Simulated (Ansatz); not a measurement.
**Nudged elastic band run: Si16H, charge +1**

Input:

```yaml
crystal:
  lattice:
    - [0.0, 5.43, 5.43]
    - [5.43, 0.0, 5.43]
    - [5.43, 5.43, 0.0]
  atoms:
    - { symbol: Si, position: [0.00045418, 0.01791593, 8.16e-05] }
    - { symbol: Si, position: [0.13308042, 0.12796907, 0.13055037] }
    - { symbol: Si, position: [0.00107301, 0.00809661, 0.50330939] }
    - { symbol: Si, position: [0.13215533, 0.12701804, 0.62653983] }
    - { symbol: Si, position: [-0.00333015, 0.50080905, 0.01654372] }
    - { symbol: Si, position: [0.15190345, 0.65164796, 0.07371886] }
    - { symbol: Si, position: [-0.00499029, 0.49501833, 0.54416986] }
    - { symbol: Si, position: [0.12795655, 0.63490196, 0.64271784] }
    - { symbol: Si, position: [0.50541856, 0.01190847, -0.00491475] }
    - { symbol: Si, position: [0.62722619, 0.14201835, 0.11576945] }
    - { symbol: Si, position: [0.50541935, 0.02189219, 0.48873941] }
    - { symbol: Si, position: [0.62850266, 0.1372904, 0.62265758] }
    - { symbol: Si, position: [0.52425094, 0.51524935, -0.02938218] }
    - { symbol: Si, position: [0.6237369, 0.63924494, 0.12062864] }
    - { symbol: Si, position: [0.50142409, 0.50987684, 0.49400327] }
    - { symbol: Si, position: [0.63257724, 0.64912384, 0.59641942] }
    - { symbol: H, position: [0.16259494, 0.55765385, 0.3088849] }
total_charge: 1
basis:
  ecutwfc: 420.0
kpoints:
  mp_grid: { grid: [2, 2, 2] }
hamiltonian:
  xc: pbe
scf:
  occupations: { method: fermi_dirac, width: 0.05 }
  lower_state_search: "off"
neb:
  images: 5
  f_tol: 0.03
  initial_path: linear
  max_iterations: 63
  final_atoms:
    - { symbol: Si, position: [-0.00466689, -0.00084367, 0.01201112] }
    - { symbol: Si, position: [0.13582157, 0.10252431, 0.14144596] }
    - { symbol: Si, position: [0.00210405, -0.01283035, 0.51377257] }
    - { symbol: Si, position: [0.12098027, 0.1156635, 0.63884591] }
    - { symbol: Si, position: [0.02981065, 0.47524026, 0.00310077] }
    - { symbol: Si, position: [0.08125435, 0.63036832, 0.15917612] }
    - { symbol: Si, position: [-0.01554528, 0.48884901, 0.5302599] }
    - { symbol: Si, position: [0.13196658, 0.61469312, 0.63036535] }
    - { symbol: Si, position: [0.50870443, -0.01831501, 0.01045601] }
    - { symbol: Si, position: [0.62164973, 0.1072738, 0.14511853] }
    - { symbol: Si, position: [0.4936417, -0.00412498, 0.51824821] }
    - { symbol: Si, position: [0.62974337, 0.11228036, 0.63790782] }
    - { symbol: Si, position: [0.55133035, 0.47301094, 0.00159845] }
    - { symbol: Si, position: [0.65575162, 0.60832077, 0.13487769] }
    - { symbol: Si, position: [0.50505996, 0.48488407, 0.50842308] }
    - { symbol: Si, position: [0.61060275, 0.6229441, 0.63787288] }
    - { symbol: H, position: [0.31688061, 0.57944624, 0.14594081] }
  order_check: true
```

Command:

```bash
$ ansatz run input.yaml --threads 1 --pin off --max-ram 3072MiB --backend cpu --events-out ev --progress --plain --runs-dir out
```

Output, in part (warnings, iteration lines):

```
NEB end point (image 0): max|allowed force component| = 3.958e-3 eV/Å (the criterion of neb.relax_end_points is 1.000e-2)
NEB end point (image 6): max|allowed force component| = 2.579e-2 eV/Å (the criterion of neb.relax_end_points is 1.000e-2)
NEB iter   1: max|band force component| = 5.017e0 eV/Å  barrier→ = 1.1068 eV  barrier← = 1.1064 eV  Δτ_max = 0.1969 Å  (49 SCF iters)
NEB iter   2: max|band force component| = 2.370e0 eV/Å  barrier→ = 0.5594 eV  barrier← = 0.5590 eV  Δτ_max = 0.1913 Å  (33 SCF iters)
NEB iter   3: max|band force component| = 1.101e0 eV/Å  barrier→ = 0.3689 eV  barrier← = 0.3685 eV  Δτ_max = 0.0635 Å  (33 SCF iters)
NEB iter   4: max|band force component| = 3.627e-1 eV/Å  barrier→ = 0.3165 eV  barrier← = 0.3161 eV  CI = image 3  Δτ_max = 0.1359 Å  (31 SCF iters)
NEB iter   5: max|band force component| = 2.093e-1 eV/Å  barrier→ = 0.3571 eV  barrier← = 0.3567 eV  CI = image 3  Δτ_max = 0.0360 Å  (29 SCF iters)
NEB iter   6: max|band force component| = 7.237e-2 eV/Å  barrier→ = 0.3545 eV  barrier← = 0.3542 eV  CI = image 3  Δτ_max = 0.0168 Å  (26 SCF iters)
NEB iter   7: max|band force component| = 1.612e-2 eV/Å  barrier→ = 0.3543 eV  barrier← = 0.3539 eV  CI = image 3  CI's point: of a kind that is not told: the force calls were inconclusive, a negative curvature could not be distinguished from the path's own, the only one lies far off the path, or fixed occupations may fill a level only in part  Δτ_max = 0.0000 Å  (274 SCF iters)
```

The run converged. By the program's own check the climbing image is of a kind that is not told: the force calls were inconclusive, a negative curvature could not be distinguished from the path's own, the only one lies far off the path, or fixed occupations may fill a level only in part (lowest curvatures found: -3.22 and 0.50 eV/Å²). Limits of this set-up: coarse k mesh, charged cell in a uniform background, uncorrected.

Final band (atoms are numbered from 1 in the order of the input):

```
image  path coordinate (Å)  energy (eV)  Si7–H17 (Å)  Si13–H17 (Å)
    0                 0.00         0.00         1.61          2.70
    1                 0.32         0.02         1.63          2.56
    2                 0.64         0.20         1.77          2.30
    3                 0.95         0.35         2.02          2.02
    4                 1.37         0.12         2.39          1.71
    5                 1.79         0.00         2.69          1.61
    6                 2.21         0.00         2.81          1.61
```

Time of the run: 6 min on 1 thread of Arm Neoverse V2, on a shared host, peak memory 0.86 GiB.
